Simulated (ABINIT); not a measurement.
A calculation with ABINIT 10.8.3 (patched build) of Ti3Al (native input, structure typed inline):

File run.abi:

```
# Pseudopotentials
pp_dirpath "./"
pseudos "Ti.GGA_PBE-JTH.xml, Al.GGA_PBE-JTH.xml"

# Structure
acell 2.9275422229 2.9275422229 9.226362 Angstrom
rprim
     1.0000000000     0.0000000000     0.0000000000
    -0.5000000000     0.8660254038     0.0000000000
     0.0000000000     0.0000000000     1.0000000000
ntypat 2
znucl 22 13
natom 4
typat 1 1 1 2
xred
     0.3333333333     0.6666666667     0.2494060000
     0.3333333333     0.6666666667     0.7505940000
     0.6666666667     0.3333333333     0.0000000000
     0.6666666667     0.3333333333     0.5000000000

# Plane-wave basis
ecut 408.170794 eV
pawecutdg 30.0
pawxcdev 0

# k points
kptopt 1
ngkpt 10 10 3
nshiftk 1
shiftk 0.0 0.0 0.0

# Exchange and correlation
ixc 11

# Bands and occupations
nband 24
occopt 3
tsmear 0.00183747

# SCF cycle
nstep 100
tolvrs 1.0e-9

# Output
iomode 3
prtwf 0
prtden 0
prteig 0
prtebands 0
enunit 2
```

Potentials or basis: JTH PAW PBE v2.0.

Run with:

```console
$ abinit run.abi > log 2>&1
```

The cell comes from a database or a generator and needn't be the stable form of this composition.

Task: Write the same calculation in another form: ASE script, structure typed inline.

Result: As run:

Contents of run.py:

```python
import json, os
import numpy as np
from ase.units import GPa
from ase.calculators.abinit import Abinit, AbinitProfile
from ase import Atoms

atoms = Atoms(['Ti', 'Ti', 'Ti', 'Al'],
              cell=[[2.9275422229, 0.0, 0.0], [-1.4637711114, 2.5353259357, 0.0], [0.0, 0.0, 9.226362]],
              scaled_positions=[[0.3333333333, 0.6666666667, 0.249406], [0.3333333333, 0.6666666667, 0.750594], [0.6666666667, 0.3333333333, 0.0], [0.6666666667, 0.3333333333, 0.5]],
              pbc=True)

profile = AbinitProfile(command='abinit', pp_paths=[os.path.abspath('pseudos')])
params = dict(
    pps='pawxml', xc='PBE',
    ecut=408.1708,
    pawecutdg=816.3416,
    pawxcdev=0,
    kptopt=1,
    ngkpt=[10, 10, 3],
    nshiftk=1,
    shiftk=[0.0, 0.0, 0.0],
    ixc=11,
    nband=24,
    occopt=3,
    tsmear=0.05,
    nstep=100,
    tolvrs=1e-09,
    prtwf=0,
    prtden=0,
)

atoms.calc = Abinit(profile=profile, directory='run', **params)
energy = atoms.get_potential_energy()
forces = atoms.get_forces()
stress = atoms.get_stress()
print(f'energy {energy:.6f} eV')
print('forces (eV/A)')
print(np.round(forces, 5))
print('stress (GPa, Voigt, tension positive)', np.round(stress / GPa, 4))
json.dump(dict(energy=energy, forces=forces.tolist(), stress=stress.tolist(), cell=atoms.cell.tolist(), frac=atoms.get_scaled_positions(wrap=False).tolist()), open('results.json', 'w'))
```

Potentials or basis: JTH PAW PBE v2.0.

Command:

```console
$ python run.py
```

Both were run:

|  | native input, structure typed inline | ASE script, structure typed inline |
| --- | --- | --- |
| Pressure | 0.4 GPa | 0.4 GPa |
| Band gap on the k mesh | none (metal or under the smearing width) | none (metal or under the smearing width) |
| Valence electrons inside the program's atomic spheres | Ti 10.15, 10.16; Al 0.75 | Ti 10.15, 10.16; Al 0.75 |

Keys that steer only the numerical path or the files written may differ.
